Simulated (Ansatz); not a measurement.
KF (CsCl type) under strain

KF built on the CsCl prototype, relaxed with r2SCAN in Ansatz 0.2.0. The symmetry is Pm-3m (No. 221, cubic); a = 3.179 Å in the conventional setting, 16.06 Å³ an atom. Around K lie 8 F at 2.75 Å; around F lie 8 K at 2.75 Å.

The axes x, y and z are those of this cell:
```
CELL_PARAMETERS angstrom
3.17887 0.00000 0.00000
0.00000 3.17887 0.00000
0.00000 0.00000 3.17887
ATOMIC_POSITIONS crystal
K 0.00000 0.00000 0.00000
F 0.50000 0.50000 0.50000
```

Unstrained: The PBE gap is indirect, 6.816 eV (M to Γ), below the direct gap of 6.852 eV at Γ. With r2SCAN the valence top lies at M and the conduction bottom at Γ, 7.724 eV higher; the smallest vertical gap, at Γ, is 7.755 eV. HSE06 gives an indirect gap of 8.918 eV, from M to Γ; the least direct gap is 8.948 eV at Γ. Meshes: PBE 8×8×8, r2SCAN 8×8×8, HSE06 6×6×6. Strains are changes of length per length. After each strain the atoms were relaxed again with r2SCAN within the symmetry that the strain leaves, so tilts or polar shifts that break it weren't tested; points keep the names that they have in the unstrained zone. Simulation only: spin-unpolarised, and no claim that this is the phase found in nature.

Changes of the least gap in eV (an overlap counts as a negative gap):
```
                                                       strain  volume change (%)  space group     PBE  r2SCAN   HSE06  energy rise, r2SCAN (meV/atom)
                                     uniaxial -5.31 % along z               -5.3       P4/mmm  +0.272  +0.297  +0.309                            16.3
                           biaxial -5.17 % in x and y, z held              -10.1       P4/mmm  +0.782  +0.829  +0.849                            35.9
epitaxial +2.66 % in the xy plane, free normal strain -0.45 %               +4.9       P4/mmm  -0.433  -0.454  -0.459                             7.5
```

Uniaxial -5.31 % along z, other directions held. HSE06: the gap goes from 8.918 to 9.227 eV (+0.309 eV). Stress change with r2SCAN, compression positive: xx +0.84, yy +0.84, zz +6.41 GPa.

Biaxial -5.17 % in x and y, z held. HSE06: the gap goes from 8.918 to 9.767 eV (+0.849 eV); it turns from indirect (M → Γ) to direct (Γ); least and direct gap lie within 0.04 eV, so its kind isn't settled. Stress change with r2SCAN, compression positive: xx +7.78, yy +7.78, zz +2.20 GPa.

Epitaxial +2.66 % in the xy plane, free normal strain -0.45 %. HSE06: the gap goes from 8.918 to 8.459 eV (-0.459 eV). Stress change with r2SCAN, compression positive: xx -2.72, yy -2.72, zz +0.01 GPa.

The meshes of the hybrids are coarse, so their gaps aren't converged to the digits shown.
